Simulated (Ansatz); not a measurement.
The system is Si.

```
Si
1.0
     0.00000    2.72185    2.72185
     2.72185    0.00000    2.72185
     2.72185    2.72185    0.00000
Si
2
Cartesian
  2.7219 2.7219 2.7219
  4.0828 4.0828 4.0828
```

Program: Ansatz 0.2.0. Alike in all runs: cell as given.

Problem. Order these runs on this cell by their pressure, lowest first.
A. level PBE; potentials or basis all-electron LAPW, scalar-relativistic; spin off; k mesh 5 × 5 × 5; cutoff (eV) 195; smearing fermi-dirac 0.03 eV; basis error allowed 0.002 eV/atom; mesh quality not flagged
B. level PBEsol; potentials or basis all-electron LAPW, scalar-relativistic; spin off; k mesh 8 × 8 × 8; cutoff (eV) 218; smearing fermi-dirac 0.05 eV; basis error allowed 0.001 eV/atom; mesh quality not flagged
C. level PBE; potentials or basis all-electron LAPW, scalar-relativistic; spin off; k mesh 3 × 3 × 3; cutoff (eV) 182; smearing fermi-dirac 0.04 eV; basis error allowed 0.003 eV/atom; mesh quality coarse
D. level LDA; potentials or basis all-electron LAPW, relativistic spinors; spin non-collinear, antiferromagnetic start, SOC; k mesh 6 × 6 × 6; cutoff (eV) 242; smearing gaussian 0.15 eV; basis error allowed 0.0005 eV/atom; mesh quality not flagged

Solution. D (-2.1 GPa), B (-0.6 GPa), A (1.5 GPa), C (3.3 GPa).

Caveats: some runs use coarse meshes.

Not every run made on this cell is shown here.
